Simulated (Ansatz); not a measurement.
YN (started from an entry of an open crystallographic database), relaxed with r2SCAN, was run in the PAW code Ansatz under altered settings. All numbers are computed, without spin polarisation but where a row says otherwise.

```yaml
crystal:
  lattice:
    - [0.00000, 2.44805, 2.44805]
    - [2.44805, 0.00000, 2.44805]
    - [2.44805, 2.44805, 0.00000]
  atoms:
    - { symbol: Y, position: [0.00000, 0.00000, 0.00000] }
    - { symbol: N, position: [0.50000, 0.50000, 0.50000] }
```

The base run's other keys:
```yaml
kpoints:
  mp_grid: { grid: [4, 4, 4] }
hamiltonian:
  xc: hse06
scf:
  occupations: { method: fixed }
  n_extra_bands: 4
```

It takes 15 iterations with 537 plane waves at 420 eV and 8 k points, and leaves a mean stress of -1.02 GPa. The gap over this mesh is 1.084 eV.

Outcomes, with energy and stress as changes against the base:
```csv
setting,outcome,ΔF (meV/atom),Δ mean stress (GPa),gap on the mesh (eV),iterations
"PBE hybrid, exx coeff 0.15, unscreened",converged,–,+1.1,1.098,12
hamiltonian.xc: cam_b3lyp,"converged, warned",–,+1.6,3.974,16
"PBE hybrid, exx coeff 0.75, omega 0.2078 1/Å",converged,–,-4.9,3.344,24
"PBE hybrid, exx coeff 1.0, unscreened",converged,–,-6.9,7.515,24
scf.mixing.preconditioner: none,converged,0.0,0.0,1.084,15
```
A dash marks a value that wasn't obtained or can't be compared. Stress is positive in compression.

- PBE hybrid, exx coeff 0.15, unscreened. That is 15 % exact exchange, at all ranges, against HSE06's 25 % screened at 0.208 1/Å. The mean stress moves by +1.1 GPa and the gap on the mesh by +0.015 eV (to 1.098). Totals of different functionals aren't comparable.
- hamiltonian.xc: cam_b3lyp. The mean stress moves by +1.6 GPa and the gap on the mesh by +2.890 eV (to 3.974). It's another functional on the same cell, so totals aren't comparable. Warned: metallic iterate.
- PBE hybrid, exx coeff 0.75, omega 0.2078 1/Å. That is 75 % exact exchange, screened with ω = 0.2078 1/Å, against HSE06's 25 % screened at 0.208 1/Å. The mean stress moves by -4.9 GPa and the gap on the mesh by +2.260 eV (to 3.344). Totals of different functionals aren't comparable.
- PBE hybrid, exx coeff 1.0, unscreened. That is 100 % exact exchange, at all ranges, against HSE06's 25 % screened at 0.208 1/Å. The mean stress moves by -6.9 GPa and the gap on the mesh by +6.431 eV (to 7.515). Totals of different functionals aren't comparable.

Within 1 meV an atom, 0.1 GPa and 0.005 eV of the base stay: scf.mixing.preconditioner: none.

The program warns that its thresholds are loose for a hybrid's stress.

The meshes of the hybrids are coarse, so their gaps aren't converged to the digits shown.
